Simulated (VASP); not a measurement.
# AgBr (Fm-3m) in VASP: band structure with HSE06

Aim: the band structure of AgBr with HSE06.

Everything below comes from runs of VASP 6.6.1. Logs are shortened: lines on timing, memory, paths and dates and some standing lists are left out, and cuts for length are marked.

## 1. The crystal as given

Symmetry: Fm-3m, No. 225, cubic system. The conventional cell has a = 5.740 Å, b = 5.740 Å, c = 5.740 Å, α = 90.00°, β = 90.00°, γ = 90.00°. Ag (site symmetry m-3m) is surrounded by 6 Br at 2.87 Å. Br (site symmetry m-3m) is surrounded by 6 Ag at 2.87 Å.

## 2. Band structure, HSE06

POSCAR

```
AgBr
1.0
    0.0000000000      2.8701500000      2.8701500000
    2.8701500000      0.0000000000      2.8701500000
    2.8701500000      2.8701500000      0.0000000000
Ag Br
1 1
Direct
    0.0000000000      0.0000000000      0.0000000000
    0.5000000000      0.5000000000      0.5000000000
```

INCAR.step1

```
PREC = Accurate ; ENCUT = 520
EDIFF = 1E-5 ; ISMEAR = 0
SIGMA = 0.02 ; LREAL = F
LASPH = T ; NELM = 60
ALGO = Normal ; ISIF = 2
LWAVE = T ; LCHARG = F
LMAXMIX = 4 ; NBANDS = 16
GGA = PE
```

INCAR.step2

```
PREC = Accurate ; ENCUT = 520
EDIFF = 1E-6 ; ISMEAR = 0
SIGMA = 0.02 ; LREAL = F
LASPH = T ; NELM = 60
ALGO = Normal ; ISIF = 2
LWAVE = F ; LCHARG = F
LMAXMIX = 4 ; GGA = PE
LHFCALC = T ; HFSCREEN = 0.2
PRECFOCK = Fast ; NBANDS = 16
ISTART = 1
```

KPOINTS

```
regular mesh
0
Gamma
  6 6 6
```

KPOINTS_OPT

```
path GXWKGLUWLK,UX
12
line-mode
reciprocal
 0.0000000000  0.0000000000  0.0000000000  G
 0.5000000000  0.0000000000  0.5000000000  X

 0.5000000000  0.0000000000  0.5000000000  X
 0.5000000000  0.2500000000  0.7500000000  W

 0.5000000000  0.2500000000  0.7500000000  W
 0.3750000000  0.3750000000  0.7500000000  K

 0.3750000000  0.3750000000  0.7500000000  K
 0.0000000000  0.0000000000  0.0000000000  G

 0.0000000000  0.0000000000  0.0000000000  G
 0.5000000000  0.5000000000  0.5000000000  L

 0.5000000000  0.5000000000  0.5000000000  L
 0.6250000000  0.2500000000  0.6250000000  U

 0.6250000000  0.2500000000  0.6250000000  U
 0.5000000000  0.2500000000  0.7500000000  W

 0.5000000000  0.2500000000  0.7500000000  W
 0.5000000000  0.5000000000  0.5000000000  L

 0.5000000000  0.5000000000  0.5000000000  L
 0.3750000000  0.3750000000  0.7500000000  K

 0.6250000000  0.2500000000  0.6250000000  U
 0.5000000000  0.0000000000  0.5000000000  X
```

Potentials or basis: VASP PAW PBE potentials, release 64 (Ag, Br).

Command:

```sh
cat potpaw_PBE.64/Ag/POTCAR potpaw_PBE.64/Br/POTCAR > POTCAR
cp INCAR.step1 INCAR
mpirun -np 1 vasp_std > vasp.out
cp INCAR.step2 INCAR
mpirun -np 1 vasp_std > vasp.out
```

OUTCAR:

```text
PREC = Accurate
   ENCUT = 520
   EDIFF = 1E-6
   ISMEAR = 0
   LREAL = F
   LASPH = T
   NELM = 60
   ISIF = 2
   GGA = PE
   LHFCALC = T
   HFSCREEN = 0.2
   PRECFOCK = Fast
   ISTART = 1

 ion  position               nearest neighbor table
   1  0.000  0.000  0.000-   2 2.87   2 2.87   2 2.87   2 2.87   2 2.87   2 2.87
   2  0.500  0.500  0.500-   1 2.87   1 2.87   1 2.87   1 2.87   1 2.87   1 2.87

  LATTYP: Found a face centered cubic cell.
 ALAT       =     5.7403000000

  Lattice vectors:

 A1 = (   0.0000000000,   2.8701500000,   2.8701500000)
 A2 = (   2.8701500000,   0.0000000000,   2.8701500000)
 A3 = (   2.8701500000,   2.8701500000,   0.0000000000)

Analysis of symmetry for initial positions (statically):
=====================================================================
 Subroutine PRICEL returns:
 Original cell was already a primitive cell.

 Routine SETGRP: Setting up the symmetry group for a
 face centered cubic supercell.

 Subroutine GETGRP returns: Found 48 space group operations
 (whereof 48 operations were pure point group operations)
 out of a pool of 48 trial point group operations.

The static configuration has the point symmetry O_h .

Analysis of symmetry for dynamics (positions and initial velocities):
=====================================================================
 Subroutine PRICEL returns:
 Original cell was already a primitive cell.

 Routine SETGRP: Setting up the symmetry group for a
 face centered cubic supercell.

 Subroutine GETGRP returns: Found 48 space group operations
 (whereof 48 operations were pure point group operations)
 out of a pool of 48 trial point group operations.

The dynamic configuration has the point symmetry O_h .

 Subroutine INISYM returns: Found 48 space group operations
 (whereof 48 operations are pure point group operations),
 and found     1 'primitive' translations

----------------------------------------------------------------------------------------

                                     Primitive cell

  volume of cell :      47.2872

  direct lattice vectors                    reciprocal lattice vectors
     0.000000000  2.870150000  2.870150000    -0.174206923  0.174206923  0.174206923
     2.870150000  0.000000000  2.870150000     0.174206923 -0.174206923  0.174206923
     2.870150000  2.870150000  0.000000000     0.174206923  0.174206923 -0.174206923

  length of vectors
     4.059005056  4.059005056  4.059005056     0.301735242  0.301735242  0.301735242

  position of ions in fractional coordinates (direct lattice)
     0.000000000  0.000000000  0.000000000
     0.500000000  0.500000000  0.500000000

  ion indices of the primitive-cell ions
   primitive index   ion index
                 1           1
                 2           2

----------------------------------------------------------------------------------------

 KPOINTS: regular mesh

Automatic generation of k-mesh.
 Grid dimensions read from file:
 generate k-points for:    6    6    6

 Generating k-lattice:

  Cartesian coordinates                     Fractional coordinates (reciprocal lattice)
    -0.029034487  0.029034487  0.029034487     0.166666667  0.000000000  0.000000000
     0.029034487 -0.029034487  0.029034487     0.000000000  0.166666667  0.000000000
     0.029034487  0.029034487 -0.029034487     0.000000000  0.000000000  0.166666667

  Length of vectors
     0.050289207  0.050289207  0.050289207

  Shift w.r.t. Gamma in fractional coordinates (k-lattice)
     0.000000000  0.000000000  0.000000000

 Subroutine IBZKPT returns following result:
 ===========================================

 Found     16 irreducible k-points:

 Following reciprocal coordinates:
            Coordinates               Weight
  0.000000  0.000000  0.000000      1.000000
  0.166667  0.000000  0.000000      8.000000
  0.333333  0.000000  0.000000      8.000000
  0.500000  0.000000  0.000000      4.000000
  0.166667  0.166667  0.000000      6.000000
  0.333333  0.166667  0.000000     24.000000
[... 8 lines left out ...]
 -0.333333  0.333333  0.166667     24.000000
 -0.333333  0.500000  0.166667     12.000000
   k-points           NKPTS =     16   k-points in BZ     NKDIM =    216   number of bands    NBANDS=     16
   number of dos      NEDOS =    301   number of ions     NIONS =      2
   total plane-waves  NPLWV =  27000
   dimension x,y,z NGX =    30 NGY =   30 NGZ =   30
   dimension x,y,z NGXF=    60 NGYF=   60 NGZF=   60
   ions per type =               1   1
   NGX,Y,Z   is equivalent  to a cutoff of  12.29, 12.29, 12.29 a.u.
   NGXF,Y,Z  is equivalent  to a cutoff of  24.57, 24.57, 24.57 a.u.
 SYSTEM =  unknown system
   PREC   = accura    normal or accurate (medium, high low for compatibility)
   ISTART =      1    job   : 0-new  1-cont  2-samecut
   ICHARG =      0    charge: 1-file 2-atom 10-const
   ISPIN  =      1    spin polarized calculation?
   LNONCOLLINEAR =      F non collinear calculations
   LSORBIT =      F    spin-orbit coupling
   LASPH  =      T    aspherical Exc in radial PAW
   ENCUT  =  520.0 eV  38.22 Ry    6.18 a.u.   7.55  7.55  7.55*2*pi/ulx,y,z
   NELM   =     60;   NELMIN=  2; NELMDL=  0     # of ELM steps
   EDIFF  = 0.1E-05   stopping-criterion for ELM
   LREAL  =      F    real-space projection
   EDIFFG = 0.1E-04   stopping-criterion for IOM
   NSW    =      0    number of steps for IOM
   IBRION =     -1    ionic relax: 0-MD 1-quasi-New 2-CG
   NFREE  =      0    steps in history (QN), initial steepest desc. (CG)
   ISIF   =      2    stress and relaxation
   ISYM   =      3    0-nonsym 1-usesym 2-fastsym
   POTIM  = 0.5000    time-step for ionic-motion
   TEBEG  =    0.0;   TEEND  =   0.0 temperature during run
   PSTRESS=    0.0 pullay stress
   NELECT =      18.0000    total number of electrons
   NUPDOWN=      -1.0000    fix difference up-down
   EMIN   =  10.00;   EMAX   =-10.00  energy-range for DOS
   EFERMI =   0.00;   METHOD = LEGACY
   ISMEAR =     0;   SIGMA  =   0.02  broadening in eV -4-tet -1-fermi 0-gaus
   EFERMI_NEDOS =   21; number of points for ismear=-14 and -15
   IALGO  =     38    algorithm
   IMIX   =      1    mixing-type and parameters
     AMIX     =   0.40;   BMIX     =  1.00
     AMIX_MAG =   1.60;   BMIX_MAG =  1.00
  volume/ion in A,a.u.               =      23.64       159.55
  Fermi-wavevector in a.u.,A,eV,Ry     =   1.186454  2.242074 19.152570  1.407674
  Thomas-Fermi vector in A             =   2.322627
   LORBIT       =      0    0 simple, 1 ext, 2 COOP (PROOUT), +10 PAW based schemes
   GGA     = PE    functional components
   LHFCALC =     T    Hartree Fock is set to
   PRECFOCK=fast      Normal, Fast or Accurate (Low or Medium for compatibility)
   ENCUT4O =  -1.0   cutoff for four orbital integrals eV
   NKREDX  =     1    reduce k-point grid by
   NKREDY  =     1    reduce k-point grid by
   NKREDZ  =     1    reduce k-point grid by
   AEXX    =    0.2500 exact exchange contribution
   HFSCREEN=    0.2000 screening length (either q_TF or 0.3 A-1)
   HFSCREENC=   0.2000 screening length for correlation (either q_TF or 0.3 A-1)
   ENCUTFOCK=  -1.0 apply spherical cutoff to Coloumb kernel
   IVDW    =     0    specifies the selected vdW correction
   LEPSILON=     F    determine dielectric tensor
   LRPA    =     F    only Hartree local field effects (RPA)
 non-spin polarized calculation
 Gauss-broadening in eV      SIGMA  =   0.02
  energy-cutoff  :      520.00
  volume of cell :       47.29
 maximum number of plane-waves:      1303
  NGX = 18; NGY = 18; NGZ = 18

 number of electron      18.0000002 magnetization

 Free energy of the ion-electron system (eV)
  ---------------------------------------------------
  ext. energy  EPLUGINS =         0.00000000
  ---------------------------------------------------
  free energy    TOTEN  =        -6.10856179 eV

  energy without entropy =       -6.10856179  energy(sigma->0) =       -6.10856179

 E-fermi :   2.8192     XC(G=0):  -8.1289

 val. band max:        2.6945611919   @ k =   0.5000   0.0000   0.0000
 cond. band min:       4.7137126847   @ k =   0.0000   0.0000   0.0000
 fundamental gap:      2.0191514928
 Fermi energy:         2.8192036148

 k-point     1 :       0.0000    0.0000    0.0000
  band No.  band energies     occupation
      1     -13.4244      2.00000
      2      -0.6628      2.00000
      3      -0.6628      2.00000
      4      -0.6277      2.00000
      5      -0.6277      2.00000
      6      -0.6277      2.00000
[... 8 lines left out ...]
     15      16.3258      0.00000
     16      16.3258      0.00000

 k-point     2 :       0.1667    0.0000    0.0000
  band No.  band energies     occupation
      1     -13.3081      2.00000
      2      -1.1463      2.00000
      3      -1.1463      2.00000
      4      -1.0411      2.00000
      5      -0.5573      2.00000
      6      -0.5573      2.00000
[... 8 lines left out ...]
     15      15.2016      0.00000
     16      15.5478      0.00000

 k-point     3 :       0.3333    0.0000    0.0000
  band No.  band energies     occupation
      1     -13.0590      2.00000
      2      -2.2389      2.00000
      3      -1.7278      2.00000
      4      -1.7278      2.00000
      5      -0.4050      2.00000
      6      -0.4050      2.00000
[... 8 lines left out ...]
     15      16.2956      0.00000
     16      16.2956      0.00000

 k-point     4 :       0.5000    0.0000    0.0000
  band No.  band energies     occupation
      1     -12.9247      2.00000
      2      -2.7938      2.00000
      3      -1.9456      2.00000
      4      -1.9456      2.00000
      5      -0.3263      2.00000
      6      -0.3263      2.00000
[... 8 lines left out ...]
     15      17.5393      0.00000
     16      17.5393      0.00000

 k-point     5 :       0.1667    0.1667    0.0000
  band No.  band energies     occupation
      1     -13.2762      2.00000
      2      -1.6623      2.00000
      3      -0.7176      2.00000
      4      -0.7176      2.00000
      5      -0.6937      2.00000
      6      -0.6239      2.00000
[... 8 lines left out ...]
     15      17.5937      0.00000
     16      17.8917      0.00000

 k-point     6 :       0.3333    0.1667    0.0000
  band No.  band energies     occupation
      1     -13.0858      2.00000
      2      -2.1526      2.00000
      3      -1.2990      2.00000
      4      -1.2680      2.00000
      5      -0.5585      2.00000
      6      -0.3926      2.00000
[... 8 lines left out ...]
     15      17.5339      0.00000
     16      17.6339      0.00000
[... 115 lines left out ...]
 k-point    13 :       0.5000    0.5000    0.0000
  band No.  band energies     occupation
      1     -12.8945      2.00000
      2      -1.6855      2.00000
      3      -0.8899      2.00000
      4      -0.5056      2.00000
      5      -0.2207      2.00000
      6      -0.2207      2.00000
[... 8 lines left out ...]
     15      19.2681      0.00000
     16      19.2681      0.00000

 k-point    14 :       0.5000    0.3333    0.1667
  band No.  band energies     occupation
      1     -12.9465      2.00000
      2      -2.2178      2.00000
      3      -1.6828      2.00000
      4      -1.2378      2.00000
      5      -0.4147      2.00000
      6      -0.3305      2.00000
[... 8 lines left out ...]
     15      18.2399      0.00000
     16      19.6240      0.00000

 k-point    15 :      -0.3333    0.3333    0.1667
  band No.  band energies     occupation
      1     -12.8748      2.00000
      2      -2.0983      2.00000
      3      -1.6755      2.00000
      4      -1.6399      2.00000
      5      -0.3686      2.00000
      6      -0.2964      2.00000
[... 8 lines left out ...]
     15      17.2093      0.00000
     16      19.0891      0.00000

 k-point    16 :      -0.3333    0.5000    0.1667
  band No.  band energies     occupation
      1     -12.8672      2.00000
      2      -1.6530      2.00000
      3      -1.6065      2.00000
      4      -1.2610      2.00000
      5      -0.2205      2.00000
      6      -0.2198      2.00000
[... 8 lines left out ...]
     15      18.0545      0.00000
     16      19.2394      0.00000

------------------------ aborting loop because EDIFF is reached ----------------------------------------

  FORCE on cell =-STRESS in cart. coord.  units (eV):
  Direction    XX          YY          ZZ          XY          YZ          ZX
  --------------------------------------------------------------------------------------
  -------------------------------------------------------------------------------------
  Total        0.5680112      0.5680112      0.5680112      0.0000000      0.0000000      0.0000000
  in kB       19.2452551     19.2452551     19.2452551      0.0000000      0.0000000      0.0000000
  external PRESSURE =      19.2452551 kB  Pullay stress =       0.0000000 kB

 VOLUME and BASIS-vectors are now :
 -----------------------------------------------------------------------------
  energy-cutoff  :      520.00
  volume of cell :       47.29
      direct lattice vectors                 reciprocal lattice vectors
     0.000000000  2.870150000  2.870150000    -0.174206923  0.174206923  0.174206923
     2.870150000  0.000000000  2.870150000     0.174206923 -0.174206923  0.174206923
     2.870150000  2.870150000  0.000000000     0.174206923  0.174206923 -0.174206923

 POSITION                                       TOTAL-FORCE (eV/Angst)
 -----------------------------------------------------------------------------------
      0.00000      0.00000      0.00000         0.000000     -0.000000     -0.000000
      2.87015      2.87015      2.87015        -0.000000      0.000000      0.000000
 -----------------------------------------------------------------------------------
    total drift:                               -0.000001     -0.000001     -0.000001

  FREE ENERGIE OF THE ION-ELECTRON SYSTEM (eV)
  ---------------------------------------------------
  free  energy   TOTEN  =        -6.1085617852 eV

  energy  without entropy=       -6.1085617852  energy(sigma->0) =       -6.10856179
```

It took 65 min on 1 thread of Intel Xeon 6975P-C (Granite Rapids), shared host; peak memory 0.39 GiB.

Results:

| Item | Value |
| --- | --- |
| Free energy | -6.1086 eV |
| Pressure | 1.9 GPa |
| Band gap on the k mesh | 2.02 eV, indirect (least direct gap 3.86 eV) |
| Band gap along the path | 2.02 eV, indirect (least direct gap 3.86 eV) |

Levels at the corners of the path, in eV from the valence-band top:
```tsv
point	band 5	band 6	band 7	band 8	band 9	band 10	band 11	band 12	band 13	band 14
Γ	-3.32	-3.32	-1.85	-1.85	-1.85	2.02	11.33	11.33	11.33	12.47
X	-2.92	-2.92	-2.82	-2.82	-2.82	3.04	8.27	10.65	12.82	12.82
X	-2.92	-2.92	-2.82	-2.82	-2.82	3.04	8.27	10.65	12.82	12.82
W	-2.91	-2.91	-2.64	-2.64	-1.62	5.26	8.67	9.06	9.06	14.56
W	-2.91	-2.91	-2.64	-2.64	-1.62	5.26	8.67	9.06	9.06	14.56
K	-3.15	-2.97	-2.64	-2.33	-1.31	4.42	8.19	9.71	10.81	12.33
K	-3.15	-2.97	-2.64	-2.33	-1.31	4.42	8.19	9.71	10.81	12.33
Γ	-3.32	-3.32	-1.85	-1.85	-1.85	2.02	11.33	11.33	11.33	12.47
Γ	-3.32	-3.32	-1.85	-1.85	-1.85	2.02	11.33	11.33	11.33	12.47
L	-3.02	-3.02	-2.53	0.00	0.00	4.98	8.20	8.20	8.42	13.74
L	-3.02	-3.02	-2.53	0.00	0.00	4.98	8.20	8.20	8.42	13.74
U	-3.15	-2.97	-2.64	-2.33	-1.31	4.42	8.19	9.71	10.81	12.33
U	-3.15	-2.97	-2.64	-2.33	-1.31	4.42	8.19	9.71	10.81	12.33
W	-2.91	-2.91	-2.64	-2.64	-1.62	5.26	8.67	9.06	9.06	14.56
W	-2.91	-2.91	-2.64	-2.64	-1.62	5.26	8.67	9.06	9.06	14.56
L	-3.02	-3.02	-2.53	0.00	0.00	4.98	8.20	8.20	8.42	13.74
L	-3.02	-3.02	-2.53	0.00	0.00	4.98	8.20	8.20	8.42	13.74
K	-3.15	-2.97	-2.64	-2.33	-1.31	4.42	8.19	9.71	10.81	12.33
U	-3.15	-2.97	-2.64	-2.33	-1.31	4.42	8.19	9.71	10.81	12.33
X	-2.92	-2.92	-2.82	-2.82	-2.82	3.04	8.27	10.65	12.82	12.82
```

Caveat: the PAW data sets were made with another functional, which shifts forces and pressure a little.
